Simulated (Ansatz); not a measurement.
input.yaml (Ansatz)

```yaml
crystal:
  lattice:
    - [2.7304541471, 0.0, 0.0]
    - [-1.3652270736, 2.3646426553, 0.0]
    - [0.0, 0.0, 9.0571669466]
  atoms:
    - { symbol: Si, position: [0.0, 0.0, 0.0] }
    - { symbol: Si, position: [0.0, 0.0, 0.5] }
    - { symbol: Si, position: [0.3333333333, 0.6666666667, 0.25] }
    - { symbol: Si, position: [0.6666666667, 0.3333333333, 0.75] }
hamiltonian:
  xc: rpbe
  pseudopotentials:
    kind: paw
    azcp:
      Si: "pseudopotentials/Si.paw.azcp"
basis:
  ecutwfc: 420
  fft_grid_basis: typed
kpoints:
  mp_grid: { grid: [17, 17, 5], shift: [0, 0, 0] }
magnetization:
  spin_polarized: false
scf:
  occupations: { method: fermi_dirac, width: 0.1 }
```

Output

```
Engine: ansatz 0.2.0, x86_64-unknown-linux-gnu
Pseudopotentials: kind: paw
Pseudopotential: Si, paw, valence charge 4, recommended cutoff 420 eV (normal) 
Functional definition: RPBE
  parameter kappa = 0.804
  parameter beta = 0.06672455060314922
  exchange = rpbe_x(kappa = kappa, mu = beta*pi^2/3)
  correlation = pbe_c(beta = beta)
Crystal: 4 atoms, lattice volume = 58.478 Å³
Basis set: ecut = 420 eV, 1165 PW (Γ)
Bands: 12, of which v1, the nominal top of the filled ones, is band 8 counted from 1 (7 counted from 0)
Symmetry: 24 space group operations
Space group: P63/mmc (ITA 194), of the structure as read, at distance tolerance 3.9e-5 Å
k-points: 99 of 1445
Non-local potential: Si, projectors of the file, l = 0: 2, l = 1: 2, l = 2: 2
PAW form: soft (Blöchl's): semilocal exchange-correlation on the pseudo side does not see the compensation charge
PAW frozen core: Si, regenerated for the run's functional, and the local potential with it (the file was generated under x = pbe(κ = 0.804, μ = 0.2195149727645171), c = pbe(β = 0.06672455060314922))
PAW one-centre angular grid: Si, 110 points (default); XC on 64 Gauss nodes
Initial density: superposition of atomic densities (neutral atoms: chi_scale 0, normalization atom), corrected by the library's trained network
Initial wavefunctions: pseudopotential atomic-orbital guess
Functional: x = rpbe, c = pbe(β = 0.06672455060314922)
SCF iter   1: F=—  HF=-2553.415761 eV  |F-HF|=—  |Δ(HF+E_count)|=         —  Δρ=4.08e-3  dr2=8.34e-3  ethr=1.77e-3  ⟨swp⟩=6.2  Hψ=18008  notcnv=0  defer=2
automatic band count: the SCF goes on with 16 bands, as 12 were too few: the levels above may hold too much charge
SCF iter   2: F=—  HF=-2553.414940 eV  |F-HF|=—  |Δ(HF+E_count)|=   8.21e-4  Δρ=2.54e-3  dr2=3.32e-3  ethr=5.21e-5  ⟨swp⟩=1.1  Hψ=2397  notcnv=0  defer=2
SCF iter   3: F=—  HF=-2553.414090 eV  |F-HF|=—  |Δ(HF+E_count)|=   8.50e-4  Δρ=1.08e-4  dr2=3.90e-6  ethr=2.08e-5  ⟨swp⟩=2.0  Hψ=2226  notcnv=0  defer=2
SCF iter   4: F=—  HF=-2553.414094 eV  |F-HF|=—  |Δ(HF+E_count)|=   3.71e-6  Δρ=1.85e-5  dr2=4.35e-7  ethr=2.44e-8  ⟨swp⟩=2.0  Hψ=2221  notcnv=0  defer=2
iter 5 did not close the SCF: its close was put off for the readings that it lacked (scf_convergence_deferred on its scf_iter line)
SCF iter   5: F=-2553.414094 eV  HF=-2553.414094 eV  |F-HF|=1.83e-8  |Δ(HF+E_count)|=   1.95e-8  Δρ=5.17e-6  dr2=2.74e-8  ethr=2.72e-9  ⟨swp⟩=2.1  Hψ=1938  notcnv=0  defer=2
SCF iter   6: F=-2553.414094 eV  HF=-2553.414094 eV  |F-HF|=6.32e-11  |Δ(HF+E_count)|=   5.89e-9  Δρ=1.63e-6  dr2=8.89e-10  ethr=1.71e-10  ⟨swp⟩=1.0  Hψ=3925  notcnv=0
SCF 1 converged in 6 iterations: F = -2553.414094 eV  dr2 = 8.89e-10
SCF converged after 6 iterations
Free energy (F): -2553.414094 eV
Harris-Foulkes:  -2553.414094 eV  (|F-HF|=6.32e-11)
Internal energy: -2553.359659 eV  (E = F + TS)
E sigma→0 (E₀):  -2553.386876 eV
Entropy (-TS):   -0.054435 eV (-13.609 meV/atom)
Fermi energy:    10.675090 eV
--- Per-component energies (eV) ---
  E_band       = 80.091248
  E_kinetic    = 162.654767
  E_local      = 11.925797  (includes V_loc(G=0)·N_el)
  E_nonlocal   = 98.718407
  E_hartree    = 1.655080
  E_xc         = -223.885487
  E_vxc        = -190.298112  (∫ρ·V_xc dr)
  E_paw        = -2060.069622  (= ΣΔE_a)
  E_vpaw       = -6.219755  (= ΣTr[D̂ρ^β])
  E_aug_tail   = 0.000030  (compensation charges beyond the density's cutoff)
  E_ewald      = -544.262697
  E_core_change = -0.095933  (= ΣΔE_core)
  E_smearing   = -0.054435  (= −TS)
  E_closure    = 0.000000  (closes the sum)
  Σ components = -2553.414094   (vs F -2553.414094, Δ=0.00e0)
```

Launched by

```sh
ansatz run input.yaml --threads 2 --pin off --max-ram 5120MiB --backend cpu --events-out ev --progress --plain --runs-dir out
```

On 2 threads of Intel(R) Xeon(R) Platinum 8488C (Sapphire Rapids) (shared host) this took about 2.1 s of wall time and 3.8 s of CPU time.
